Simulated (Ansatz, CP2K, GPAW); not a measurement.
# Zn: 3 runs at one level of theory

```xyz
2
Lattice="2.6700 0.0000 0.0000 -1.3350 2.3123 0.0000 0.0000 0.0000 4.9660" Properties=species:S:1:pos:R:3 pbc="T T T"
Zn    1.3350    0.7708    3.7245
Zn    0.0000    1.5415    1.2415
```

Alike in all runs: task single point; functional PBE; k mesh 11 × 11 × 6; occupations methfessel-paxton, width 0.2 eV; no spin polarisation; no spin-orbit coupling. Pressure is positive in compression and, in plane waves, holds the error of the finite cutoff, which Ansatz's Pulay term estimates and takes out.

```tsv
program and potentials	plane-wave cutoff (eV)	notes	pressure (GPa)
Ansatz, Ansatz PAW	420	-	?
GPAW, GPAW PAW data sets (gpaw-data 1.2.1)	600	-	-0.96
CP2K, POTENTIAL_UZH Zn GTH-PBE-q12; TZVP-MOLOPT-PBE-GTH basis	-	atomic basis	-0.26
```

Task: Estimate from the other rows what the run with Ansatz, Ansatz PAW gave.

Result: Pressure -0.68 GPa. Its pressure holds a Pulay term of +0.11 GPa. The other rows, which needn't bracket it: pressure -0.96 to -0.26.
